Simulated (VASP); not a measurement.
BN: single point with PBEsol+D3(BJ)

The system is BN.

```
CELL_PARAMETERS angstrom
2.50050 0.00000 0.00000
-1.25025 2.16550 0.00000
0.00000 0.00000 6.41808
ATOMIC_POSITIONS crystal
B 0.33333 0.66667 0.25000
B 0.66667 0.33333 0.75000
N 0.33333 0.66667 0.75000
N 0.66667 0.33333 0.25000
```

The cell isn't the ideal one: cell-pbesol.

```
Program             : VASP 6.6.1
Task                : single point
Functional          : PBEsol
Dispersion          : D3(BJ)
Potentials or basis : VASP PAW PBE potentials, release 64 (B, N)
Cutoff              : 520 eV
k mesh              : 12 × 12 × 4
Occupations         : gaussian, width 0.01 eV
Spin                : no spin polarisation
```

The pressure is 0.3 GPa. The band gap on the k mesh is 4.09 eV, indirect (least direct gap 4.48 eV) and the dispersion energy per atom is -0.105 eV.

Stress tensor (GPa, compression positive):
```
 0.55  0.00  0.00
 0.00  0.55  0.00
 0.00  0.00 -0.11
```

Levels at points of the mesh, in eV from the valence-band top:
| k point | band 4 | band 5 | band 6 | band 7 | band 8 | band 9 | band 10 | band 11 | band 12 | band 13 |
| --- | --- | --- | --- | --- | --- | --- | --- | --- | --- | --- |
| (0.00, 0.00, 0.00) | -3.95 | -1.34 | -1.34 | -1.28 | -1.28 | 5.25 | 10.57 | 11.49 | 11.49 | 11.66 |
| (0.50, 0.00, 0.00) | -8.89 | -4.18 | -4.09 | -1.62 | -0.39 | 4.09 | 5.73 | 9.49 | 9.87 | 12.61 |
| (0.00, 0.00, 0.50) | -5.39 | -1.31 | -1.31 | -1.31 | -1.31 | 7.85 | 7.85 | 11.57 | 11.57 | 11.57 |
| (0.50, 0.00, 0.50) | -8.94 | -4.14 | -4.14 | -0.97 | -0.97 | 4.61 | 4.61 | 9.89 | 9.89 | 13.55 |

Wall time 12 s on 1 thread of Intel(R) Xeon(R) 6975P-C (Granite Rapids) (shared host), peak memory 0.17 GiB.

Caveat: the PAW data sets were made with another functional, which shifts forces and pressure a little. A k mesh can miss the band edges.
